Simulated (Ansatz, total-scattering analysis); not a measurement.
# Al2O3: mean pressure against temperature

Simulated by ab initio molecular dynamics with Ansatz (PBE, plane waves, PAW set soft_1, Nose-Hoover chain, no spin, fixed volume); about 70 atoms, at a fixed 2.850 g/cm³, each a liquid, averaged over 1.2 ps or more. 

| temperature (K) | mean pressure (GPa) |
| --- | --- |
| 2500 | 3.33 |
| 2880 | 2.91 |
| 3250 | ? |
| 3750 | 5.51 |
| 4380 | 7.27 |

**Task.** Fit a straight line to the known rows, say what its slope means, and predict the withheld row.

The means are x̄ = 3377.5 and ȳ = 4.755. Σ(x − x̄)(y − ȳ) = 4970.8 and Σ(x − x̄)² = 2.1613e+06, so the slope is 0.0023 and the intercept -3.013. The residuals are +0.59, -0.70, -0.10, +0.21.

At fixed volume the slope is the thermal pressure coefficient, (∂P/∂T)_V = α_V B = 2.30 MPa/K; the noise of each mean isn't estimated here.

At 3250 K the line gives 4.46; the run gave 4.65, a miss of -0.19, 4 % of the range covered. With all rows in view, the slope between neighbours runs -0.00111, 0.0047, 0.00172, 0.00279: no steady trend, so single short runs can't tell curvature from noise.
